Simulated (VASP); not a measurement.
In KBr (rock salt type) the K atom of the primitive cell, with all its periodic images, is moved by 0.06 Å along [111].

```
K Br
1.0
     0.00000    3.35000    3.35000
     3.35000    0.00000    3.35000
     3.35000    3.35000    0.00000
K Br
1 1
Direct
  0.00517 0.00517 0.00517
  0.50000 0.50000 0.50000
```

Level of theory: HSE06, plane waves, standard recommended PAW potentials (VASP 6.6.1).

Cutoff 337 eV; orbitals from an earlier step on the same cell; potentials K_sv Br; PREC = Accurate; HFSCREEN = 0.208; HFRCUT = 0; PRECFOCK = Normal; k-mesh 4×4×4 Γ-centred; Fermi–Dirac smearing of 0.05 eV; no spin polarisation.

(1) What force results?

## Answers

(1) The force on it along the displacement is -0.0596 eV/Å, a force constant of 0.99 eV/Å².

```tsv
atom	Fx (eV/Å)	Fy (eV/Å)	Fz (eV/Å)
K1	-0.0344	-0.0344	-0.0344
Br2	0.0344	0.0344	0.0344
```

Potentials made with PBE were used with another functional.
